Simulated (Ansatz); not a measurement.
The system is HgTe (Coloradoite).

```
CELL_PARAMETERS angstrom
0.00000 3.21450 3.21450
3.21450 0.00000 3.21450
3.21450 3.21450 0.00000
ATOMIC_POSITIONS crystal
Hg 0.00000 0.00000 0.00000
Te 0.75000 0.75000 0.75000
```

* Program: Ansatz 0.2.0
* Task: relaxation of cell and atoms
* Functional: PBEsol
* Potentials or basis: Ansatz PAW
* Cutoff: 420 eV (not typed: the program's choice for these potentials)
* k mesh: 7 × 7 × 7
* Occupations: fermi-dirac, width 0.05 eV
* Spin: no spin polarisation

At the start: volume 33.22 Å³/atom.

Problem. How do energy, volume and symmetry change on relaxing?

Solution. It ends after 5 steps and the volume is 34.50 Å³/atom (+3.9 %); space group F-43m (No. 216, to 0.05 Å).

The path:
```csv
step,energy change (eV),largest force (eV/Å),volume (Å³)
1,0.0000,0.0000,66.43
2,-0.0081,0.0000,70.64
3,-0.0131,0.0000,69.14
4,-0.0132,0.0000,69.01
5,-0.0136,0.0000,69.01
```

Final structure:
```
Hg Te
1.0
     0.00000    3.25553    3.25553
     3.25553    0.00000    3.25553
     3.25553    3.25553    0.00000
Hg Te
1 1
Direct
  0.00000 0.00000 0.00000
  0.75000 0.75000 0.75000
```

Caveat: the plane-wave basis is chosen anew once the cell has moved, so the energies of steps on either side of that aren't comparable; the PAW data sets come from PBE, with cores solved anew for the run's functional, which leaves a small shift of forces and pressure.
